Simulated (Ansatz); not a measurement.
# BeTe: the cost of one run

Method: DFT PBEsol, scalar-relativistic, plane waves, PAW, in Ansatz 0.2.0.

The COD entry's cell or inner coordinates are ideal or old and differ from later refinements, so a difference from it is no clean test against experiment.

3 further runs of the same task are left out: 1 that didn't finish, 2 set aside as unsound or not needed.

**1. The system as given**

It takes space group F-43m (No. 216, cubic). The conventional cell has a = 5.606 Å, b = 5.606 Å, c = 5.606 Å, α = 90.00°, β = 90.00°, γ = 90.00°. Around Be (site symmetry -43m) lie 4 Te at 2.43 Å. Te (site symmetry -43m) has 4 Be at 2.43 Å as nearest neighbours.

Coordinates:

```
Be Te
1.0
     0.00000    2.80286    2.80286
     2.80286    0.00000    2.80286
     2.80286    2.80286    0.00000
Be Te
1 1
Cartesian
  0.0000 0.0000 0.0000
  1.4014 1.4014 1.4014
```

This cell was relaxed beforehand with the same method: volume 22.02 Å³/atom, gap on the mesh 1.84 eV.

**2. Building the ladder chain**

A free-standing chain of the crystal's atoms, periodic along c. Atoms and period relax; energies count from the bulk, -3496.2827 eV an atom.

The cell holds 2 Be, 2 Te: a = 11.300 Å, b = 9.300 Å, c = 4.369 Å, α = 90.00°, β = 90.00°, γ = 90.00°.

**3. Relaxation**

Pressure and volume refer to the whole cell with its vacuum; only the period along c may change.

The input, input.yaml:

```yaml
crystal:
  lattice:
    - [11.3, 0.0, 0.0]
    - [0.0, 9.3, 0.0]
    - [0.0, 0.0, 4.3692314305]
  atoms:
    - { symbol: Be, position: [0.3985023672, 0.5, 0.0], spin: 0.5 }
    - { symbol: Te, position: [0.3985023672, 0.5, 0.5], spin: 0.5 }
    - { symbol: Te, position: [0.6014976328, 0.5, 0.0], spin: 0.5 }
    - { symbol: Be, position: [0.6014976328, 0.5, 0.5], spin: 0.5 }
basis:
  ecutwfc: 420
kpoints:
  mp_grid: { grid: [1, 1, 15] }
hamiltonian:
  xc: pbesol
scf:
  occupations: { method: gaussian, width: 0.05 }
output:
  forces: true
  stress: true
  eigenvalues: true
  populations: true
  write_density: true
  write_potential: true
  elf: true
  volumetric_format: npy
magnetization:
  spin_polarized: true
relax:
  adjacent_minimum: "off"
  f_tol: 0.01
  max_steps: 45
  cell: { fix: [a, b, alpha, beta, gamma], stress_tol: 0.03 }
```

Run with:

```bash
ansatz run input.yaml --threads 2 --pin off --max-ram 5120MiB --backend cpu --events-out ev --progress --plain --runs-dir out
```

**Question.** How long does this run take on 2 threads of AMD EPYC 9R45 (Zen 5), shared host, and how much memory does it need?

About 57 s, with a peak of 0.79 GiB.
